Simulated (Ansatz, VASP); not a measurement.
**Sr2O in VASP and in Ansatz**

```
CELL_PARAMETERS angstrom
6.53434 0.00000 0.00000
0.00000 6.53434 0.00000
0.00000 0.00000 3.74051
ATOMIC_POSITIONS crystal
Sr 0.69696 0.69696 0.00000
Sr 0.80304 0.19696 0.50000
Sr 0.30304 0.30304 0.00000
Sr 0.19696 0.80304 0.50000
O 0.50000 0.50000 0.50000
O 0.00000 0.00000 0.00000
```

Change from the starting cell: species swapped into the IrO2 type (P4_2/mnm, No. 136).

Alike in both runs: functional PBE; k mesh 4 × 4 × 4; occupations gaussian, width 0.1 eV; no spin polarisation.

Ansatz relaxed the structure, and its values are those at the end. VASP's run is a single point on that final structure, the one shown.

```csv
,VASP,Ansatz
version,VASP 6.6.1,Ansatz 0.2.0
potentials or method,"VASP PAW PBE potentials, release 64 (Sr_sv, O)","scalar-relativistic, plane waves, PAW"
plane-wave cutoff (eV),520,420
valence electrons in the cell,52,52
```

|  | VASP | Ansatz | Ansatz less VASP |
| --- | --- | --- | --- |
| gap on the k mesh at the Fermi level (eV) | none | none | - |
| pressure (GPa) | 0.3 | 0.1 | -0.17 |
| rms of the force components (eV/Å) | 0.005 | 0.014 | +0.0084 |

A gap of «none» marks a metal or a gap that the smearing closes.

Caveats: the k mesh is coarse (spacing up to 0.42 Å⁻¹), so the values aren't converged.
